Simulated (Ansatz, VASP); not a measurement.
## Ge in VASP and in Ansatz

```
CELL_PARAMETERS angstrom
4.85887 0.00000 0.00000
-2.42943 4.20790 0.00000
0.00000 0.00000 2.78799
ATOMIC_POSITIONS crystal
Ge 0.00000 0.00000 0.00000
Ge 0.33333 0.66667 0.50000
Ge 0.66667 0.33333 0.50000
```

Alike in both runs: task single point; functional BLYP; k mesh 8 × 8 × 12; occupations fermi-dirac, width 0.1 eV; no spin polarisation.

|  | VASP | Ansatz |
| --- | --- | --- |
| version | VASP 6.6.1 | Ansatz 0.2.0 |
| potentials or method | VASP PAW PBE potentials, release 64 (Ge_d) | plane waves (420 eV) with PAW, scalar-relativistic |
| plane-wave cutoff (eV) | 520 | 420 |
| valence electrons in the cell | 42 | 42 |

```tsv
	VASP	Ansatz	Ansatz less VASP
pressure (GPa)	8.0	7.9	-0.06
largest component of the traceless stress (GPa)	0.81	0.81	-0.001
```

With one functional, cell and mesh, what is left measures potentials, basis and numerics.

Caveats: the PAW data sets were made with another functional, which shifts forces and pressure a little (VASP).
